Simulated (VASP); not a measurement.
Mg3Sb2: band structure with SCAN

The system is Mg3Sb2.

```xyz
5
Lattice="4.5820 0.0000 0.0000 -2.2910 3.9681 0.0000 0.0000 0.0000 7.2440" Properties=species:S:1:pos:R:3 pbc="T T T"
Sb    2.2910    1.3227    5.5417
Sb    0.0000    2.6454    1.7023
Mg    0.0000    0.0000    0.0000
Mg    2.2910    1.3227    2.6803
Mg    0.0000    2.6454    4.5637
```

```
Program                : VASP 6.6.1
Task                   : band structure
Functional             : SCAN
Potentials or basis    : VASP PAW PBE potentials, release 64 (Sb, Mg)
Cutoff                 : 520 eV
k mesh                 : 7 × 7 × 4
Occupations            : fermi-dirac, width 0.05 eV
Spin                   : no spin polarisation
Further INCAR settings : ALGO = Normal; EDIFF = 1e-07; NBANDS = 16
```

```
Pressure                : -0.2 GPa
Largest force           : 0.378 eV/Å
Band gap on the k mesh  : 0.64 eV, indirect (least direct gap 1.60 eV)
Band gap along the path : 0.50 eV, indirect (least direct gap 1.60 eV)
```

Forces on the atoms (eV/Å):
```
Sb   0.000  0.000  0.378
Sb   0.000  0.000 -0.378
Mg   0.000  0.000  0.000
Mg   0.000  0.000 -0.171
Mg   0.000  0.000  0.171
```

Stress tensor (GPa, compression positive):
```
-0.50  0.00  0.00
 0.00 -0.50  0.00
 0.00  0.00  0.37
```

Levels at the corners of the path, in eV from the valence-band top:
```csv
point,band 6,band 7,band 8,band 9,band 10,band 11
Γ,-0.35,-0.35,0.00,1.60,1.73,3.41
M,-2.32,-2.19,-0.88,0.83,2.39,2.39
M,-2.32,-2.19,-0.88,0.83,2.39,2.39
K,-2.55,-2.55,-2.54,0.50,4.57,4.90
K,-2.55,-2.55,-2.54,0.50,4.57,4.90
Γ,-0.35,-0.35,0.00,1.60,1.73,3.41
Γ,-0.35,-0.35,0.00,1.60,1.73,3.41
A,-0.83,-0.65,-0.65,2.22,2.38,3.07
A,-0.83,-0.65,-0.65,2.22,2.38,3.07
L,-1.74,-1.64,-1.52,0.80,1.66,2.15
L,-1.74,-1.64,-1.52,0.80,1.66,2.15
H,-3.43,-0.99,-0.99,2.25,2.25,2.86
H,-3.43,-0.99,-0.99,2.25,2.25,2.86
A,-0.83,-0.65,-0.65,2.22,2.38,3.07
L,-1.74,-1.64,-1.52,0.80,1.66,2.15
M,-2.32,-2.19,-0.88,0.83,2.39,2.39
K,-2.55,-2.55,-2.54,0.50,4.57,4.90
H,-3.43,-0.99,-0.99,2.25,2.25,2.86
```

Wall time 18 min on 1 thread of Intel(R) Xeon(R) Platinum 8375C CPU @ 2.90GHz (Ice Lake) (shared host), peak memory 0.33 GiB.

Caveat: the PAW data sets were made with another functional, which shifts forces and pressure a little; spin-orbit coupling is left out, which moves the levels of the heavy elements; the mesh misses the band edges, which the band path finds closer together. SCAN opens gaps a little over a GGA but as a rule still falls short of measured ones.
